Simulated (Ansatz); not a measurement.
**Residual resistivity of an alloy: Rh(111) with 4 layers of random Rh-Ta, 2x2**

How strongly does chemical disorder scatter in Rh(111) with 4 layers of random Rh-Ta, 2x2?

Method: Ansatz plane-wave DFT, PBE, PAW files; ballistic transport by layer matching (Landauer), zero bias; PAW set soft_1, in Ansatz 0.2.0.

## Step 1: The structure

The cell holds 40 atoms: 38 Rh and 2 Ta. Cell: a = 5.378 Å, b = 5.378 Å, c = 22.012 Å, α = 93.5°, β = 86.5°, γ = 120.0°. It derives from Rh. Regions: lead, 24 atoms (24 Rh); scattering region, 16 atoms (14 Rh and 2 Ta). The structure is stacked along c, and the current runs across the ab planes.

## Step 2: With 4 alloy layers

In 4 layers a share of 0.125 of the sites is given to Ta at random. The layers about the cell's end stay perfect and serve as the lead. Energies from -0.05 to 0.05 eV in steps of 0.05 eV are too few for the program's thermal sum, so it prints no conductance; for a metal the transmission near the Fermi level serves, at a fraction of the cost.

File input.yaml:

```yaml
crystal:
  lattice:
    - [5.3783955991, 0.0, 0.0]
    - [-2.6891977995, 4.6578272204, 0.0]
    - [1.3445988998, -0.7763045367, 21.9572080876]
  atoms:
    - { symbol: Rh, position: [0.9916666667, 0.0083333333, 0.05] }
    - { symbol: Rh, position: [0.9916666667, 0.5083333333, 0.05] }
    - { symbol: Rh, position: [0.4916666667, 0.0083333333, 0.05] }
    - { symbol: Rh, position: [0.4916666667, 0.5083333333, 0.05] }
    - { symbol: Rh, position: [0.1416666667, 0.3583333333, 0.15] }
    - { symbol: Rh, position: [0.1416666667, 0.8583333333, 0.15] }
    - { symbol: Rh, position: [0.6416666667, 0.3583333333, 0.15] }
    - { symbol: Rh, position: [0.6416666667, 0.8583333333, 0.15] }
    - { symbol: Rh, position: [0.2916666667, 0.2083333333, 0.25] }
    - { symbol: Rh, position: [0.2916666667, 0.7083333333, 0.25] }
    - { symbol: Rh, position: [0.7916666667, 0.2083333333, 0.25] }
    - { symbol: Rh, position: [0.7916666667, 0.7083333333, 0.25] }
    - { symbol: Rh, position: [0.9416666667, 0.0583333333, 0.35] }
    - { symbol: Rh, position: [0.9416666667, 0.5583333333, 0.35] }
    - { symbol: Rh, position: [0.4416666667, 0.0583333333, 0.35] }
    - { symbol: Rh, position: [0.4416666667, 0.5583333333, 0.35] }
    - { symbol: Rh, position: [0.0916666667, 0.4083333333, 0.45] }
    - { symbol: Rh, position: [0.0916666667, 0.9083333333, 0.45] }
    - { symbol: Rh, position: [0.5916666667, 0.4083333333, 0.45] }
    - { symbol: Rh, position: [0.5916666667, 0.9083333333, 0.45] }
    - { symbol: Rh, position: [0.2416666667, 0.2583333333, 0.55] }
    - { symbol: Rh, position: [0.2416666667, 0.7583333333, 0.55] }
    - { symbol: Rh, position: [0.7416666667, 0.2583333333, 0.55] }
    - { symbol: Rh, position: [0.7416666667, 0.7583333333, 0.55] }
    - { symbol: Ta, position: [0.8916666667, 0.1083333333, 0.65] }
    - { symbol: Rh, position: [0.8916666667, 0.6083333333, 0.65] }
    - { symbol: Rh, position: [0.3916666667, 0.1083333333, 0.65] }
    - { symbol: Ta, position: [0.3916666667, 0.6083333333, 0.65] }
    - { symbol: Rh, position: [0.0416666667, 0.4583333333, 0.75] }
    - { symbol: Rh, position: [0.0416666667, 0.9583333333, 0.75] }
    - { symbol: Rh, position: [0.5416666667, 0.4583333333, 0.75] }
    - { symbol: Rh, position: [0.5416666667, 0.9583333333, 0.75] }
    - { symbol: Rh, position: [0.1916666667, 0.3083333333, 0.85] }
    - { symbol: Rh, position: [0.1916666667, 0.8083333333, 0.85] }
    - { symbol: Rh, position: [0.6916666667, 0.3083333333, 0.85] }
    - { symbol: Rh, position: [0.6916666667, 0.8083333333, 0.85] }
    - { symbol: Rh, position: [0.8416666667, 0.1583333333, 0.95] }
    - { symbol: Rh, position: [0.8416666667, 0.6583333333, 0.95] }
    - { symbol: Rh, position: [0.3416666667, 0.1583333333, 0.95] }
    - { symbol: Rh, position: [0.3416666667, 0.6583333333, 0.95] }
kpoints:
  mp_grid: { grid: [5, 5, 1] }
hamiltonian:
  xc: pbe
  pseudopotentials: { kind: paw, azcp: { folder: soft_1 } }
scf:
  occupations: { method: fermi_dirac, width: 0.1 }
output:
  transmission:
    leads: [[0, 4]]
    kmesh: [10, 10]
    e_range: [-0.05, 0.05]
    de: 0.05
  write_potential: true
  write_density: true
  volumetric_format: npy
```

Launch:

```console
> ansatz run input.yaml --threads 4 --pin off --max-ram 15360MiB --backend cpu --events-out ev --progress --plain --runs-dir out
```

Numbers of over 12 decimals in the logs are rounded to 6 here.

What it wrote:

```text
Engine: ansatz 0.2.0, x86_64-unknown-linux-gnu
Pseudopotentials: kind: paw
Pseudopotential: Rh, paw, valence charge 17, recommended cutoff 420 eV (normal), soft_1/Rh.paw.azcp
Pseudopotential: Ta, paw, valence charge 13, recommended cutoff 420 eV (normal), soft_1/Ta.paw.azcp
Functional definition: PBE
  parameter kappa = 0.804
  parameter beta = 0.066725
  exchange = pbe_x(kappa = kappa, mu = beta*pi^2/3)
  correlation = pbe_c(beta = beta)
Crystal: 40 atoms, lattice volume = 550.064 Å³
Basis set: ecut = 420 eV, 10671 PW (Γ)
Bands: 404, of which v1, the nominal top of the filled ones, is band 336 counted from 1 (335 counted from 0)
Symmetry: 8 space group operations
Space group: P2/m (ITA 10), of the structure as read, at distance tolerance 8.2e-5 Å
k-points: 9 of 25
Non-local potential: Rh, projectors of the file, l = 0: 3, l = 1: 2, l = 2: 2, l = 3: 1
Non-local potential: Ta, projectors of the file, l = 0: 3, l = 1: 2, l = 2: 2, l = 3: 1
PAW form: soft (Blöchl's): semilocal exchange-correlation on the pseudo side does not see the compensation charge
PAW one-centre angular grid: Rh, 590 points (default); XC on 64 Gauss nodes
PAW one-centre angular grid: Ta, 590 points (default); XC on 64 Gauss nodes
Initial density: superposition of atomic densities (chi_scale 0.1, normalization cell, long waves of neutral atoms (reshape's long-wave potential 5.01 eV rms, cloud 3.12 Å wide))
Initial wavefunctions: pseudopotential atomic-orbital guess
Functional: x = pbe(κ = 0.804, μ = 0.219515), c = pbe(β = 0.066725)
SCF iter   1: F=—  HF=-263233.337499 eV  |F-HF|=—  |Δ(HF+E_count)|=         —  Δρ=1.75e-1  dr2=1.30e3  ethr=3.10e-3  ⟨swp⟩=5.0  Hψ=10970  notcnv=0  defer=36
preconditioner: auto → Kerker (q_TF=auto, 2.821 Å⁻¹)  [metal: Δε(μ)=0.009 eV  Ē_g=6.194 eV  σ=0.100 eV  W_gap=0.02  n_scr=226 (ndim 8)  ℏωp=29.7 eV  f_vac=0.000  D(μ)=38.68/eV (n_scr^D=368)]
SCF iter   2: F=—  HF=-263196.217114 eV  |F-HF|=—  |Δ(HF+E_count)|=    3.71e1  Δρ=8.79e-2  dr2=5.24e2  ethr=3.10e-3  ⟨swp⟩=2.3  Hψ=6405  notcnv=0  defer=161
SCF iter   3: F=—  HF=-263182.010315 eV  |F-HF|=—  |Δ(HF+E_count)|=    1.42e1  Δρ=1.81e-2  dr2=4.01e1  ethr=3.10e-3  ⟨swp⟩=2.1  Hψ=6155  notcnv=0  defer=169
SCF iter   4: F=—  HF=-263181.330814 eV  |F-HF|=—  |Δ(HF+E_count)|=   6.80e-1  Δρ=5.16e-3  dr2=1.56e0  ethr=3.10e-3  ⟨swp⟩=1.3  Hψ=4213  notcnv=0  defer=176
SCF iter   5: F=—  HF=-263181.293957 eV  |F-HF|=—  |Δ(HF+E_count)|=   3.69e-2  Δρ=2.20e-3  dr2=6.40e-1  ethr=2.32e-4  ⟨swp⟩=1.0  Hψ=3430  notcnv=0  defer=205
SCF iter   6: F=—  HF=-263181.283535 eV  |F-HF|=—  |Δ(HF+E_count)|=   1.04e-2  Δρ=5.39e-4  dr2=1.53e-2  ethr=9.53e-5  ⟨swp⟩=1.0  Hψ=3430  notcnv=0  defer=205
SCF iter   7: F=—  HF=-263181.283048 eV  |F-HF|=—  |Δ(HF+E_count)|=   4.86e-4  Δρ=1.64e-4  dr2=2.12e-3  ethr=2.27e-6  ⟨swp⟩=1.0  Hψ=3430  notcnv=0  defer=205
SCF iter   8: F=—  HF=-263181.283053 eV  |F-HF|=—  |Δ(HF+E_count)|=   4.08e-6  Δρ=4.03e-5  dr2=6.87e-5  ethr=3.15e-7  ⟨swp⟩=1.0  Hψ=3430  notcnv=0  defer=205
SCF iter   9: F=—  HF=-263181.283389 eV  |F-HF|=—  |Δ(HF+E_count)|=   3.36e-4  Δρ=1.47e-5  dr2=2.52e-5  ethr=1.02e-8  ⟨swp⟩=1.0  Hψ=3505  notcnv=0  defer=206
SCF iter  10: F=—  HF=-263181.283389 eV  |F-HF|=—  |Δ(HF+E_count)|=   1.70e-7  Δρ=4.89e-6  dr2=1.46e-6  ethr=3.75e-9  ⟨swp⟩=1.0  Hψ=3430  notcnv=0  defer=206
SCF iter  11: F=—  HF=-263181.283389 eV  |F-HF|=—  |Δ(HF+E_count)|=   2.88e-8  Δρ=1.42e-6  dr2=1.13e-7  ethr=2.17e-10  ⟨swp⟩=1.0  Hψ=3430  notcnv=0  defer=206
SCF iter  12: F=-263181.283389 eV  HF=-263181.283389 eV  |F-HF|=3.14e-9  |Δ(HF+E_count)|=   3.26e-9  Δρ=3.66e-7  dr2=3.37e-9  ethr=1.49e-11  ⟨swp⟩=8.2  Hψ=7454  notcnv=0
SCF 1 converged in 12 iterations: F = -263181.283389 eV  dr2 = 3.37e-9
  greatest PAW one-centre occupation: 1.000 electrons in one spin orbital (limit 2), on the Rh atom at site 26 (counted from 0), in its partial waves of l = 0
transmission: 121 of 1209 steps passed
transmission: 244 of 1209 steps passed
[...]
transmission: 1209 of 1209 steps passed
SCF converged after 12 iterations
Free energy (F): -263181.283389 eV
Harris-Foulkes:  -263181.283389 eV  (|F-HF|=3.14e-9)
Internal energy: -263179.652447 eV  (E = F + TS)
E sigma→0 (E₀):  -263180.467918 eV
Entropy (-TS):   -1.630942 eV (-40.774 meV/atom)
Fermi energy:    22.592944 eV
--- Per-component energies (eV) ---
  E_band       = -3239.055817
  E_kinetic    = 21242.927579
  E_local      = -57652.261205  (includes V_loc(G=0)·N_el)
  E_nonlocal   = 11307.334882
  E_hartree    = 21586.004616
  E_xc         = -8328.441978
  E_vxc        = -10114.056846  (∫ρ·V_xc dr)
  E_paw        = -153539.777144  (= ΣΔE_a)
  E_vpaw       = -11195.016835  (= ΣTr[D̂ρ^β])
  E_aug_tail   = 0.003235  (compensation charges beyond the density's cutoff)
  E_ewald      = -97795.442432
  E_smearing   = -1.630942  (= −TS)
  E_closure    = -0.000000  (closes the sum)
  Σ components = -263181.283389   (vs F -263181.283389, Δ=0.00e0)
--- Band table (eV; the first three rows and the last of 9) ---
  k-point 0: bands = [... 332 lower, 23.1688, 23.1928, 23.1934, 23.1958, 23.2011, 23.2107, 23.2285, 23.2287, ... 64 higher]
  k-point 1: bands = [... 332 lower, 22.7776, 22.7881, 22.8168, 22.8283, 22.8401, 22.8668, 22.8933, 22.9166, ... 64 higher]
  k-point 2: bands = [... 332 lower, 22.0252, 22.1167, 22.1964, 22.2025, 22.2307, 22.2990, 22.3605, 22.4089, ... 64 higher]
  k-point 8: bands = [... 332 lower, 22.0063, 22.0684, 22.1100, 22.1867, 22.2102, 22.2296, 22.3052, 22.3325, ... 64 higher]
--- Transmission ---
  basis      : 211 plane waves across, 39 finite elements along
  points     : 31, standing for a mesh of 10 x 10
  energies   : 3 from -0.050000 to 0.050000 eV about the Fermi level, 0.050000 eV apart; the leads are filled to 0.000000 eV, and channels, transmission and decay are at 0.000000 eV
  crystal 0  : Rh4, at the sites [0, 4], period 2.1957 Å, over 19.76 Å; its Hamiltonian steps by up to 5.7 meV
    offset         : up to 0.0000 Å between an atom of the period and one for which it stands
    channels       : 7.200000e0 a spin
    conductance    : none, the energies end too early or step too widely for 300 K: set another output.transmission.e_range or a lower de, or, where they end at an eighth of basis.ecutwfc, a higher one
  junction   : crystal 0 to crystal 0, 3.69 to 23.45 Å
    transmission   : 3.597457e0 a spin
    conductance    : none, the energies end too early or step too widely for 300 K: set another output.transmission.e_range or a lower de, or, where they end at an eighth of basis.ecutwfc, a higher one
```

Run time: 2.8 min. Hardware: 4 threads of Intel Xeon Platinum 8488C (Sapphire Rapids), shared host; peak memory 4.4 GiB; 10 min of CPU time.

Numbers from this step:

```yaml
free_energy: -263181.2834 eV
energy_at_zero_smearing: -263180.4679 eV
fermi_energy: 22.59 eV
cell_area: 25.05 Å²
transmission_per_spin_nearest_the_fermi_level: 3.597
open_channels_per_spin_nearest_the_fermi_level: 7.2
step_of_the_lead_s_potential: 5.7 meV
```

Per spin. Transmission, zone mean against energy, zero at the Fermi level:

```csv
energy (eV),"transmission, zone mean"
-0.0500,3.51
0.0000,3.60
0.0500,3.67
```

Per spin. The open channels, zone mean, lead by energy, zero at the Fermi level:

```csv
energy (eV),"open channels, zone mean, lead"
-0.0500,6.72
0.0000,7.2
0.0500,7.08
```

Transmission over k1 and k2. At 0.0000 eV from the Fermi level.

Ten even steps from '_' (2.38) to '@' (7.74):
```
______::........--__
____..::::::__..----
::::::..==----::....
....::==++**++--__..
__..::--**@@**--::..
....__--++**++==::..
::....::----==..::::
__----..__::::::..__
____--........::____
______::..__..::____
```
Columns: k1 (b1) from -0.5 to 0.4; rows upwards: k2 (b2) from -0.5 to 0.4.

Open channels over k1 and k2. At 0.0000 eV from the Fermi level.

Values, 10 rows by 10 columns:
```
 6.0  6.0  6.0 10.0  6.0  6.0  6.0  6.0 10.0  6.0
 7.0  6.0  7.0  8.0  8.0  7.0  6.0  7.0 10.0 10.0
 7.0 10.0  8.0  6.0  7.0  6.0  8.0 10.0  7.0  6.0
 6.0  6.0  8.0  7.0  9.0  9.0  7.0  8.0  6.0  6.0
 6.0  6.0  7.0  6.0  9.0 12.0  9.0  6.0  7.0  6.0
 6.0  6.0  6.0  8.0  7.0  9.0  9.0  7.0  8.0  6.0
 7.0  6.0  7.0 10.0  8.0  6.0  7.0  6.0  8.0 10.0
 7.0 10.0 10.0  7.0  6.0  7.0  8.0  8.0  7.0  6.0
 6.0  6.0 10.0  6.0  6.0  6.0  6.0 10.0  6.0  6.0
 6.0  6.0  7.0  7.0  6.0  6.0  6.0  7.0  7.0  6.0
```
Columns: k1 (b1) from -0.5 to 0.4; rows upwards: k2 (b2) from -0.5 to 0.4.

Over the solved energies the transmission per spin lies between 3.51 and 3.67, out of 7 channels of the lead on average (up to 7.2).

## Step 3: With 8 alloy layers

In 8 layers a share of 0.125 of the sites is given to Ta at random. A fresh draw is used; the growth of the resistance with length is what counts.

System of this step: Rh(111) with 8 layers of random Rh-Ta, 2x2. The cell holds 56 atoms: 52 Rh and 4 Ta. Its edges and angles: a = 5.378 Å, b = 5.378 Å, c = 30.779 Å, α = 87.5°, β = 92.5°, γ = 120.0°. It derives from Rh. Regions: lead, 24 atoms (24 Rh); scattering region, 32 atoms (28 Rh and 4 Ta). The structure is stacked along c, and the current runs across the ab planes.

File input.yaml:

```yaml
crystal:
  lattice:
    - [5.3783955991, 0.0, 0.0]
    - [-2.6891977995, 4.6578272204, 0.0]
    - [-1.3445988998, 0.7763045367, 30.7400913226]
  atoms:
    - { symbol: Rh, position: [0.005952381, 0.994047619, 0.0357142857] }
    - { symbol: Rh, position: [0.005952381, 0.494047619, 0.0357142857] }
    - { symbol: Rh, position: [0.505952381, 0.994047619, 0.0357142857] }
    - { symbol: Rh, position: [0.505952381, 0.494047619, 0.0357142857] }
    - { symbol: Rh, position: [0.1845238095, 0.3154761905, 0.1071428571] }
    - { symbol: Rh, position: [0.1845238095, 0.8154761905, 0.1071428571] }
    - { symbol: Rh, position: [0.6845238095, 0.3154761905, 0.1071428571] }
    - { symbol: Rh, position: [0.6845238095, 0.8154761905, 0.1071428571] }
    - { symbol: Rh, position: [0.3630952381, 0.1369047619, 0.1785714286] }
    - { symbol: Rh, position: [0.3630952381, 0.6369047619, 0.1785714286] }
    - { symbol: Rh, position: [0.8630952381, 0.1369047619, 0.1785714286] }
    - { symbol: Rh, position: [0.8630952381, 0.6369047619, 0.1785714286] }
    - { symbol: Rh, position: [0.0416666667, 0.9583333333, 0.25] }
    - { symbol: Rh, position: [0.0416666667, 0.4583333333, 0.25] }
    - { symbol: Ta, position: [0.5416666667, 0.9583333333, 0.25] }
    - { symbol: Rh, position: [0.5416666667, 0.4583333333, 0.25] }
    - { symbol: Rh, position: [0.2202380952, 0.2797619048, 0.3214285714] }
    - { symbol: Rh, position: [0.2202380952, 0.7797619048, 0.3214285714] }
    - { symbol: Rh, position: [0.7202380952, 0.2797619048, 0.3214285714] }
    - { symbol: Rh, position: [0.7202380952, 0.7797619048, 0.3214285714] }
    - { symbol: Rh, position: [0.3988095238, 0.1011904762, 0.3928571429] }
    - { symbol: Rh, position: [0.3988095238, 0.6011904762, 0.3928571429] }
    - { symbol: Rh, position: [0.8988095238, 0.1011904762, 0.3928571429] }
    - { symbol: Rh, position: [0.8988095238, 0.6011904762, 0.3928571429] }
    - { symbol: Rh, position: [0.0773809524, 0.9226190476, 0.4642857143] }
    - { symbol: Rh, position: [0.0773809524, 0.4226190476, 0.4642857143] }
    - { symbol: Rh, position: [0.5773809524, 0.9226190476, 0.4642857143] }
    - { symbol: Rh, position: [0.5773809524, 0.4226190476, 0.4642857143] }
    - { symbol: Ta, position: [0.255952381, 0.244047619, 0.5357142857] }
    - { symbol: Rh, position: [0.255952381, 0.744047619, 0.5357142857] }
    - { symbol: Rh, position: [0.755952381, 0.244047619, 0.5357142857] }
    - { symbol: Rh, position: [0.755952381, 0.744047619, 0.5357142857] }
    - { symbol: Rh, position: [0.4345238095, 0.0654761905, 0.6071428571] }
    - { symbol: Rh, position: [0.4345238095, 0.5654761905, 0.6071428571] }
    - { symbol: Rh, position: [0.9345238095, 0.0654761905, 0.6071428571] }
    - { symbol: Rh, position: [0.9345238095, 0.5654761905, 0.6071428571] }
    - { symbol: Rh, position: [0.1130952381, 0.8869047619, 0.6785714286] }
    - { symbol: Rh, position: [0.1130952381, 0.3869047619, 0.6785714286] }
    - { symbol: Ta, position: [0.6130952381, 0.8869047619, 0.6785714286] }
    - { symbol: Rh, position: [0.6130952381, 0.3869047619, 0.6785714286] }
    - { symbol: Rh, position: [0.2916666667, 0.2083333333, 0.75] }
    - { symbol: Rh, position: [0.2916666667, 0.7083333333, 0.75] }
    - { symbol: Rh, position: [0.7916666667, 0.2083333333, 0.75] }
    - { symbol: Ta, position: [0.7916666667, 0.7083333333, 0.75] }
    - { symbol: Rh, position: [0.4702380952, 0.0297619048, 0.8214285714] }
    - { symbol: Rh, position: [0.4702380952, 0.5297619048, 0.8214285714] }
    - { symbol: Rh, position: [0.9702380952, 0.0297619048, 0.8214285714] }
    - { symbol: Rh, position: [0.9702380952, 0.5297619048, 0.8214285714] }
    - { symbol: Rh, position: [0.1488095238, 0.8511904762, 0.8928571429] }
    - { symbol: Rh, position: [0.1488095238, 0.3511904762, 0.8928571429] }
    - { symbol: Rh, position: [0.6488095238, 0.8511904762, 0.8928571429] }
    - { symbol: Rh, position: [0.6488095238, 0.3511904762, 0.8928571429] }
    - { symbol: Rh, position: [0.3273809524, 0.1726190476, 0.9642857143] }
    - { symbol: Rh, position: [0.3273809524, 0.6726190476, 0.9642857143] }
    - { symbol: Rh, position: [0.8273809524, 0.1726190476, 0.9642857143] }
    - { symbol: Rh, position: [0.8273809524, 0.6726190476, 0.9642857143] }
kpoints:
  mp_grid: { grid: [5, 5, 1] }
hamiltonian:
  xc: pbe
  pseudopotentials: { kind: paw, azcp: { folder: soft_1 } }
scf:
  occupations: { method: fermi_dirac, width: 0.1 }
output:
  transmission:
    leads: [[0, 4]]
    kmesh: [10, 10]
    e_range: [-0.05, 0.05]
    de: 0.05
  write_potential: true
  write_density: true
  volumetric_format: npy
```

What it wrote:

```text
[...]
Crystal: 56 atoms, lattice volume = 770.090 Å³
Basis set: ecut = 420 eV, 14937 PW (Γ)
Bands: 562, of which v1, the nominal top of the filled ones, is band 468 counted from 1 (467 counted from 0)
Symmetry: 2 space group operations
[...]
k-points: 9 of 25 (time reversal used)
[...]
SCF iter   1: F=—  HF=-372761.210577 eV  |F-HF|=—  |Δ(HF+E_count)|=         —  Δρ=1.76e-1  dr2=1.40e3  ethr=3.10e-3  ⟨swp⟩=5.0  Hψ=14750  notcnv=0  defer=47
[...]
SCF iter  12: F=-372693.766098 eV  HF=-372693.766098 eV  |F-HF|=1.15e-8  |Δ(HF+E_count)|=   2.39e-9  Δρ=2.99e-7  dr2=1.18e-8  ethr=1.07e-11  ⟨swp⟩=2.0  Hψ=6881  notcnv=0
SCF 1 converged in 12 iterations: F = -372693.766098 eV  dr2 = 1.18e-8
[...]
transmission: 174 of 1705 steps passed
transmission: 342 of 1705 steps passed
[...]
transmission: 1705 of 1705 steps passed
SCF converged after 12 iterations
Free energy (F): -372693.766098 eV
[...]
Internal energy: -372691.637626 eV  (E = F + TS)
E sigma→0 (E₀):  -372692.701862 eV
Entropy (-TS):   -2.128472 eV (-38.008 meV/atom)
Fermi energy:    22.698163 eV
[...]
--- Band table (eV; the first three rows and the last of 9) ---
  k-point 0: bands = [... 464 lower, 23.2813, 23.2834, 23.2888, 23.3136, 23.3253, 23.3263, 23.3302, 23.3320, ... 90 higher]
  k-point 1: bands = [... 464 lower, 22.9099, 22.9222, 22.9270, 22.9467, 22.9659, 22.9733, 22.9880, 23.0090, ... 90 higher]
  k-point 2: bands = [... 464 lower, 22.1813, 22.2571, 22.2726, 22.3009, 22.3464, 22.3860, 22.4471, 22.4852, ... 90 higher]
  k-point 8: bands = [... 464 lower, 22.1595, 22.1788, 22.2022, 22.2678, 22.3188, 22.4013, 22.4845, 22.5096, ... 90 higher]
--- Transmission ---
  basis      : 211 plane waves across, 55 finite elements along
  points     : 31, standing for a mesh of 10 x 10
[...]
channels       : 7.080000e0 a spin
[...]
junction   : crystal 0 to crystal 0, 0.70 to 29.24 Å
    transmission   : 3.069342e0 a spin
[...]
```

The job ended after 6.3 min (4 threads; peak memory 7.9 GiB).

Numbers from this step:

- free energy: -372693.7661 eV
- energy at zero smearing: -372692.7019 eV
- Fermi energy: 22.70 eV
- transmission per spin nearest the Fermi level: 3.069
- open channels per spin nearest the Fermi level: 7.08
- step of the lead's potential: 41 meV

Per spin. The transmission, zone mean by energy, zero at the Fermi level:

```csv
energy (eV),"transmission, zone mean"
-0.0500,2.98
0.0000,3.07
0.0500,3.09
```

Over the solved energies the transmission per spin lies between 2.98 and 3.09, out of 6.96 channels of the lead on average (up to 7.08). The log calls the step of a lead's potential too much.

[end of part 1 of 2]

[Logs are printed without paths, hosts, clocks, repeated set-up lines and the standing remarks that a program may print on its own settings, such as how far it seeks lower states.]

[Hosts, paths, dates, database ids (printed as entryN), source tags and the programs' standing remarks are cut or masked in the printed files.]
